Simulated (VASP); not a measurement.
# LiH2 (Fd-3m) in VASP: further runs

One crystal, LiH2, is run at these levels: PBE; tasks: single point, relaxation of cell and atoms.

Everything below comes from runs of VASP 6.6.1. Logs are shortened: lines on timing, memory, paths and dates and some standing lists are left out, and cuts for length are marked.

## (1) The cell of the first run

It takes space group Fd-3m (No. 227, cubic). The conventional cell has a = 5.349 Å, b = 5.349 Å, c = 5.349 Å, α = 90.00°, β = 90.00°, γ = 90.00°. Around Li (site symmetry -43m) lie 12 H at 2.22 Å and 4 Li at 2.32 Å. H (site symmetry -3m) is surrounded by 6 H at 1.89 Å.

The cell was built by a generator and needn't be a form met in nature.

## (2) Single point, PBE (species swapped into the PbAu2 type (Fd-3m, No. 227))

Contents of INCAR:

```
SYSTEM = LiH2
PREC = Accurate
ENCUT = 520
EDIFF = 1E-7
ISMEAR = 0
SIGMA = 0.1
LREAL = .False.
LASPH = .True.
NELM = 60
ALGO = Fast
ISIF = 2
LWAVE = .False.
LCHARG = .False.
GGA = PE
NBANDS = 14
```

Contents of KPOINTS:

```
Automatic mesh
0
Gamma
  12 12 12
  0 0 0
```

Contents of POSCAR:

```
LiH2
1.0
    0.0000000000      2.6743171584      2.6743171584
    2.6743171584      0.0000000000      2.6743171584
    2.6743171584      2.6743171584      0.0000000000
Li H
2 4
Direct
    0.0000000000      0.0000000000      0.0000000000
    0.2500000000      0.2500000000      0.2500000000
    0.6250000000      0.6250000000      0.6250000000
    0.1250000000      0.6250000000      0.6250000000
    0.6250000000      0.6250000000      0.1250000000
    0.6250000000      0.1250000000      0.6250000000
```

Potentials or basis: VASP PAW PBE potentials, release 64 (Li_sv, H).

Run with:

```bash
$ cat potpaw_PBE.64/Li_sv/POTCAR potpaw_PBE.64/H/POTCAR > POTCAR
$ mpirun -np 1 vasp_std > vasp.out
```

OUTCAR:

```text
SYSTEM = LiH2
   PREC = Accurate
   ENCUT = 520
   EDIFF = 1E-7
   ISMEAR = 0
   LREAL = .False.
   LASPH = .True.
   NELM = 60
   ISIF = 2
   GGA = PE

 ion  position               nearest neighbor table
   1  0.000  0.000  0.000-   2 2.32   2 2.32   2 2.32   2 2.32
   2  0.250  0.250  0.250-   1 2.32   1 2.32   1 2.32   1 2.32
   3  0.625  0.625  0.625-
   4  0.125  0.625  0.625-
   5  0.625  0.625  0.125-
   6  0.625  0.125  0.625-

  LATTYP: Found a face centered cubic cell.
 ALAT       =     5.3486343168

  Lattice vectors:

 A1 = (   0.0000000000,   2.6743171584,   2.6743171584)
 A2 = (   2.6743171584,   0.0000000000,   2.6743171584)
 A3 = (   2.6743171584,   2.6743171584,   0.0000000000)

Analysis of symmetry for initial positions (statically):
=====================================================================
 Subroutine PRICEL returns:
 Original cell was already a primitive cell.

 Routine SETGRP: Setting up the symmetry group for a
 face centered cubic supercell.

 Subroutine GETGRP returns: Found 48 space group operations
 (whereof 24 operations were pure point group operations)
 out of a pool of 48 trial point group operations.

The static configuration has the point symmetry T_d .
 The point group associated with its full space group is O_h .

Analysis of symmetry for dynamics (positions and initial velocities):
=====================================================================
 Subroutine PRICEL returns:
 Original cell was already a primitive cell.

 Routine SETGRP: Setting up the symmetry group for a
 face centered cubic supercell.

 Subroutine GETGRP returns: Found 48 space group operations
 (whereof 24 operations were pure point group operations)
 out of a pool of 48 trial point group operations.

The dynamic configuration has the point symmetry T_d .
 The point group associated with its full space group is O_h .

 Subroutine INISYM returns: Found 48 space group operations
 (whereof 24 operations are pure point group operations),
 and found     1 'primitive' translations

----------------------------------------------------------------------------------------

                                     Primitive cell

  volume of cell :      38.2533

  direct lattice vectors                    reciprocal lattice vectors
     0.000000000  2.674317158  2.674317158    -0.186963614  0.186963614  0.186963614
     2.674317158  0.000000000  2.674317158     0.186963614 -0.186963614  0.186963614
     2.674317158  2.674317158  0.000000000     0.186963614  0.186963614 -0.186963614

  length of vectors
[... 112 lines left out ...]
  Fermi-wavevector in a.u.,A,eV,Ry     =   1.046772  1.978111 14.908322  1.095731
  Thomas-Fermi vector in A             =   2.181624
   LORBIT       =      0    0 simple, 1 ext, 2 COOP (PROOUT), +10 PAW based schemes
   GGA     = PE    functional components
   LHFCALC =     F    Hartree Fock is set to
   AEXX    =    0.0000 exact exchange contribution
   IVDW    =     0    specifies the selected vdW correction
   LEPSILON=     F    determine dielectric tensor
   LRPA    =     F    only Hartree local field effects (RPA)
 non-spin polarized calculation
 RMM-DIIS sequential band-by-band and
 Gauss-broadening in eV      SIGMA  =   0.10
  energy-cutoff  :      520.00
  volume of cell :       38.25
 maximum number of plane-waves:      1056
   NGX = 13   NGY = 13   NGZ = 13

 number of electron      10.0000000 magnetization

 number of electron       9.9999979 magnetization

 Free energy of the ion-electron system (eV)
  ---------------------------------------------------
  ext. energy  EPLUGINS =         0.00000000
  ---------------------------------------------------
  free energy    TOTEN  =       -13.64111096 eV

  energy without entropy =      -13.63434591  energy(sigma->0) =      -13.63772844

 E-fermi :   1.4224     XC(G=0):  -9.1551

 val. band max:        1.3848898252   @ k =   0.5000   0.1667   0.0000
 cond. band min:       1.4224684928   @ k =   0.3333   0.2500   0.0833
 fundamental gap:      0.0375786676
 Fermi energy:         1.4223624409

 k-point     1 :       0.0000    0.0000    0.0000
  band No.  band energies     occupation
      1     -44.4629      2.00000
      2     -44.2642      2.00000
      3      -7.5378      2.00000
      4       3.2290      0.00000
      5       3.2290      0.00000
      6       3.2290      0.00000
      7       8.4491      0.00000
      8       8.4491      0.00000
      9       8.4491      0.00000
     10      10.4647      0.00000
     11      10.4647      0.00000
     12      10.4647      0.00000
     13      11.2747      0.00000
     14      11.6264      0.00000
[... 377 lines left out ...]
      1     -44.4037      2.00000
      2     -44.3210      2.00000
      3      -5.4594      2.00000
      4      -2.3985      2.00000
      5       1.1696      1.99965
      6       2.1403      0.00000
      7       6.5667      0.00000
      8       7.5559      0.00000
      9       8.5279      0.00000
     10      11.2697      0.00000
     11      13.2248      0.00000
     12      14.0129      0.00000
     13      16.5527      0.00000
     14      18.5507      0.00000

 [... further k-points ...]

------------------------ aborting loop because EDIFF is reached ----------------------------------------

  FORCE on cell =-STRESS in cart. coord.  units (eV):
  Direction    XX          YY          ZZ          XY          YZ          ZX
  --------------------------------------------------------------------------------------
  -------------------------------------------------------------------------------------
  Total       -0.0479923     -0.0479923     -0.0479923      0.0000000      0.0000000      0.0000000
  in kB       -2.0100815     -2.0100815     -2.0100815      0.0000000      0.0000000      0.0000000
  external PRESSURE =      -2.0100815 kB  Pullay stress =       0.0000000 kB

 VOLUME and BASIS-vectors are now :
 -----------------------------------------------------------------------------
  energy-cutoff  :      520.00
  volume of cell :       38.25
      direct lattice vectors                 reciprocal lattice vectors
     0.000000000  2.674317158  2.674317158    -0.186963614  0.186963614  0.186963614
     2.674317158  0.000000000  2.674317158     0.186963614 -0.186963614  0.186963614
     2.674317158  2.674317158  0.000000000     0.186963614  0.186963614 -0.186963614

 POSITION                                       TOTAL-FORCE (eV/Angst)
 -----------------------------------------------------------------------------------
      0.00000      0.00000      0.00000        -0.000000     -0.000000     -0.000000
      1.33716      1.33716      1.33716         0.000000      0.000000      0.000000
      3.34290      3.34290      3.34290        -0.000000      0.000000      0.000000
      3.34290      2.00574      2.00574        -0.000000      0.000000      0.000000
      2.00574      2.00574      3.34290        -0.000000      0.000000      0.000000
      2.00574      3.34290      2.00574        -0.000000      0.000000      0.000000
 -----------------------------------------------------------------------------------
    total drift:                                0.000000      0.000000      0.000000

  FREE ENERGIE OF THE ION-ELECTRON SYSTEM (eV)
  ---------------------------------------------------
  free  energy   TOTEN  =       -13.6411109637 eV

  energy  without entropy=      -13.6343459124  energy(sigma->0) =      -13.63772844
```

Run time: 48 s. Hardware: 1 thread of Intel Xeon Platinum 8259CL at 2.50GHz (Skylake/Cascade Lake), shared host; peak memory 0.16 GiB.

What came out:

```
Free energy            : -13.6411 eV
Band gap on the k mesh : none (metal or under the smearing width)
```

Caveat: the cutoff is under 1.25 times the usual one of these potentials, so pressure, stress and relaxed cells hold a basis-set (Pulay) error.

## (3) Relaxation of cell and atoms, PBE (species swapped into the PbAu2 type (Fd-3m, No. 227))

Contents of INCAR:

```
PREC = Accurate
ENCUT = 600
EDIFF = 1E-6
ISMEAR = 0
SIGMA = 0.1
LREAL = False
LASPH = True
NELM = 100
ALGO = Normal
ISIF = 3
LWAVE = False
LCHARG = False
GGA = PE
IBRION = 2
NSW = 100
EDIFFG = -0.01
```

Contents of KPOINTS:

```
regular mesh
0
Gamma
  12 12 12
```

Edit POSCAR of step 2 so:

```diff
@@ -2,5 +2,5 @@
 1.0
-    0.0000000000      2.6743171584      2.6743171584
-    2.6743171584      0.0000000000      2.6743171584
-    2.6743171584      2.6743171584      0.0000000000
+    0.0000000000      2.6816319075      2.6816319075
+    2.6816319075      0.0000000000      2.6816319075
+    2.6816319075      2.6816319075      0.0000000000
 Li H
```

Potentials or basis: VASP PAW PBE potentials, release 64 (Li_sv, H).

Run with:

```bash
$ cat potpaw_PBE.64/Li_sv/POTCAR potpaw_PBE.64/H/POTCAR > POTCAR
$ mpirun -np 1 vasp_std > vasp.out
```

Run time: 49 s. Hardware: 1 thread of Intel Xeon Platinum 8259CL at 2.50GHz (Skylake/Cascade Lake), shared host; peak memory 0.17 GiB.

Results (log left out):

```yaml
Free_energy: -13.6422 eV
Relaxed_volume: 6.38 Å³/atom
Relaxed_cell: a = 3.784 Å, b = 3.784 Å, c = 3.784 Å, α = 60.00°, β = 60.00°, γ = 60.00°
Space_group_after_relaxing_to_0.05_Å: Fd-3m (No. 227)
Energy_gained_by_relaxing: 0.1 meV/atom
Ionic_steps: 3
Pressure_after_relaxing: -0.2 GPa
Band_gap_on_the_k_mesh: none (metal or under the smearing width)
```

The path:
| step | energy change (eV) | largest force (eV/Å) | pressure (GPa) | volume (Å³) |
| --- | --- | --- | --- | --- |
| 1 | 0.0000 | 0.0000 | -0.51 | 38.57 |
| 2 | -0.0003 | 0.0000 | -0.37 | 38.45 |
| 3 | -0.0006 | 0.0000 | -0.20 | 38.31 |

Final structure:
```xyz
6
Lattice="0.0000 2.6755 2.6755 2.6755 0.0000 2.6755 2.6755 2.6755 0.0000" Properties=species:S:1:pos:R:3 pbc="T T T"
Li    0.0000    0.0000    0.0000
Li    1.3378    1.3378    1.3378
H     3.3444    3.3444    3.3444
H     3.3444    2.0067    2.0067
H     2.0067    2.0067    3.3444
H     2.0067    3.3444    2.0067
```

Levels at points of the mesh, in eV from the Fermi level:
| k point | band 2 | band 3 | band 4 | band 5 | band 6 | band 7 | band 8 | band 9 |
| --- | --- | --- | --- | --- | --- | --- | --- | --- |
| (0.00, 0.00, 0.00) | -45.69 | -8.95 | 1.80 | 1.80 | 1.80 | 7.02 | 7.02 | 7.02 |
| (0.50, 0.00, 0.00) | -45.74 | -7.16 | -3.85 | 1.22 | 1.22 | 5.12 | 5.12 | 5.62 |
| (0.50, 0.50, 0.00) | -45.79 | -5.19 | -5.19 | -0.81 | -0.81 | 4.79 | 4.79 | 9.83 |

Caveat: the cutoff is under 1.25 times the usual one of these potentials, so pressure, stress and relaxed cells hold a basis-set (Pulay) error.

## (4) Single point, PBE (species swapped into the PbAu2 type (Fd-3m, No. 227))

Contents of INCAR:

```
SYSTEM = LiH2
PREC     = Accurate       ! precision mode
ENCUT    = 520            ! plane-wave cutoff, eV
EDIFF    = 1E-7           ! SCF threshold, eV
ISMEAR   = 0              ! smearing method
SIGMA    = 0.1            ! smearing width, eV
LREAL    = .False.        ! projectors in reciprocal space
LASPH    = .True.         ! aspherical terms in the spheres
NELM     = 100            ! most SCF steps
ALGO     = Fast           ! electronic algorithm
ISIF     = 2              ! what is computed and relaxed
LWAVE    = .False.        ! write WAVECAR
LCHARG   = .True.         ! write CHGCAR
GGA      = PE             ! functional
LELF     = .True.         ! ELF
LVHAR    = .True.       
NBANDS   = 14             ! bands
```

Contents of KPOINTS:

```
Automatic mesh
0
Gamma
  6 6 6
  0 0 0
```

Contents of POSCAR:

```
LiH2
1.0
    0.0000000000      2.6816319075      2.6816319075
    2.6816319075      0.0000000000      2.6816319075
    2.6816319075      2.6816319075      0.0000000000
Li H
2 4
Direct
    0.5000000000      0.5000000000      0.5000000000
    0.7500000000      0.7500000000      0.7500000000
    0.1250000000      0.1250000000      0.1250000000
    0.6250000000      0.1250000000      0.1250000000
    0.1250000000      0.1250000000      0.6250000000
    0.1250000000      0.6250000000      0.1250000000
```

Potentials or basis: VASP PAW PBE potentials, release 64 (Li_sv, H).

Run with:

```bash
$ cat potpaw_PBE.64/Li_sv/POTCAR potpaw_PBE.64/H/POTCAR > POTCAR
$ mpirun -np 1 vasp_std > vasp.out
```

OUTCAR:

```text
SYSTEM = LiH2
   PREC = Accurate
   ENCUT = 520
   EDIFF = 1E-7
   ISMEAR = 0
   LREAL = .False.
   LASPH = .True.
   NELM = 100
   ISIF = 2
   GGA = PE

 ion  position               nearest neighbor table
   1  0.500  0.500  0.500-   2 2.32   2 2.32   2 2.32   2 2.32
   2  0.750  0.750  0.750-   1 2.32   1 2.32   1 2.32   1 2.32
   3  0.125  0.125  0.125-
   4  0.625  0.125  0.125-
   5  0.125  0.125  0.625-
   6  0.125  0.625  0.125-

  LATTYP: Found a face centered cubic cell.
 ALAT       =     5.3632638150

  Lattice vectors:

 A1 = (   0.0000000000,   2.6816319075,   2.6816319075)
 A2 = (   2.6816319075,   0.0000000000,   2.6816319075)
 A3 = (   2.6816319075,   2.6816319075,   0.0000000000)

Analysis of symmetry for initial positions (statically):
=====================================================================
 Subroutine PRICEL returns:
 Original cell was already a primitive cell.

 Routine SETGRP: Setting up the symmetry group for a
 face centered cubic supercell.

 Subroutine GETGRP returns: Found 48 space group operations
 (whereof 24 operations were pure point group operations)
 out of a pool of 48 trial point group operations.

The static configuration has the point symmetry T_d .
 The point group associated with its full space group is O_h .

Analysis of symmetry for dynamics (positions and initial velocities):
=====================================================================
 Subroutine PRICEL returns:
 Original cell was already a primitive cell.

 Routine SETGRP: Setting up the symmetry group for a
 face centered cubic supercell.

 Subroutine GETGRP returns: Found 48 space group operations
 (whereof 24 operations were pure point group operations)
 out of a pool of 48 trial point group operations.

The dynamic configuration has the point symmetry T_d .
 The point group associated with its full space group is O_h .

 Subroutine INISYM returns: Found 48 space group operations
 (whereof 24 operations are pure point group operations),
[... 133 lines left out ...]

 number of electron      10.0000000 magnetization

 number of electron       9.9999977 magnetization

 Free energy of the ion-electron system (eV)
  ---------------------------------------------------
  ext. energy  EPLUGINS =         0.00000000
  ---------------------------------------------------
  free energy    TOTEN  =       -13.60479730 eV

  energy without entropy =      -13.59174474  energy(sigma->0) =      -13.59827102

 E-fermi :   1.4232     XC(G=0):  -9.1276

 val. band max:        1.3407919964   @ k =   0.5000   0.1667   0.0000
 cond. band min:       1.4296704920   @ k =   0.1667   0.0000   0.0000
 fundamental gap:      0.0888784956
 Fermi energy:         1.4231944668

 k-point     1 :       0.0000    0.0000    0.0000
  band No.  band energies     occupation
      1     -44.5093      2.00000
      2     -44.3156      2.00000
      3      -7.5318      2.00000
      4       3.1690      0.00000
      5       3.1690      0.00000
      6       3.1690      0.00000
      7       8.3845      0.00000
      8       8.3845      0.00000
      9       8.3845      0.00000
     10      10.3799      0.00000
     11      10.3799      0.00000
     12      10.3799      0.00000
     13      11.2001      0.00000
     14      11.5024      0.00000
[... 241 lines left out ...]
      1     -44.4107      2.00000
      2     -44.4107      2.00000
      3      -3.7669      2.00000
      4      -3.7669      2.00000
      5       0.3664      2.00000
      6       0.3664      2.00000
      7       7.3884      0.00000
      8       7.3884      0.00000
      9       9.9125      0.00000
     10       9.9125      0.00000
     11      16.1028      0.00000
     12      16.1028      0.00000
     13      17.7554      0.00000
     14      17.7554      0.00000

------------------------ aborting loop because EDIFF is reached ----------------------------------------

  FORCE on cell =-STRESS in cart. coord.  units (eV):
  Direction    XX          YY          ZZ          XY          YZ          ZX
  --------------------------------------------------------------------------------------
  -------------------------------------------------------------------------------------
  Total       -0.0755796     -0.0755796     -0.0755796      0.0000000     -0.0000000     -0.0000000
  in kB       -3.1396970     -3.1396970     -3.1396970      0.0000000     -0.0000000     -0.0000000
  external PRESSURE =      -3.1396970 kB  Pullay stress =       0.0000000 kB

 VOLUME and BASIS-vectors are now :
 -----------------------------------------------------------------------------
  energy-cutoff  :      520.00
  volume of cell :       38.57
      direct lattice vectors                 reciprocal lattice vectors
     0.000000000  2.681631907  2.681631907    -0.186453629  0.186453629  0.186453629
     2.681631907  0.000000000  2.681631907     0.186453629 -0.186453629  0.186453629
     2.681631907  2.681631907  0.000000000     0.186453629  0.186453629 -0.186453629

 POSITION                                       TOTAL-FORCE (eV/Angst)
 -----------------------------------------------------------------------------------
      2.68163      2.68163      2.68163         0.000000      0.000000      0.000000
      4.02245      4.02245      4.02245        -0.000000     -0.000000     -0.000000
      0.67041      0.67041      0.67041         0.000000      0.000000     -0.000000
      0.67041      2.01122      2.01122        -0.000000      0.000000     -0.000000
      2.01122      2.01122      0.67041         0.000000      0.000000     -0.000000
      2.01122      0.67041      2.01122        -0.000000      0.000000     -0.000000
 -----------------------------------------------------------------------------------
    total drift:                                0.000000      0.000000      0.000000

  FREE ENERGIE OF THE ION-ELECTRON SYSTEM (eV)
  ---------------------------------------------------
  free  energy   TOTEN  =       -13.6047973037 eV

  energy  without entropy=      -13.5917447428  energy(sigma->0) =      -13.59827102
```

stdout:

```text
POSCAR found type information on POSCAR LiH
 POSCAR found :  2 types and       6 ions
 scaLAPACK will be used
 LDA part: xc-table for (Slater+PW92), standard interpolation
 POSCAR, INCAR and KPOINTS ok, starting setup
 FFT: planning ... GRIDC
 FFT: planning ... GRID_SOFT
 FFT: planning ... GRID
 WAVECAR not read
 entering main loop
```

Wall time 15 s (1 thread of Intel Xeon Platinum 8259CL at 2.50GHz (Skylake/Cascade Lake), shared host); peak memory 0.14 GiB.

What came out:

```
Free energy            : -13.6048 eV
Band gap on the k mesh : none (metal or under the smearing width)
```

Caveat: the cutoff is under 1.25 times the usual one of these potentials, so pressure, stress and relaxed cells hold a basis-set (Pulay) error.

(Continued in part 2 of 2.)
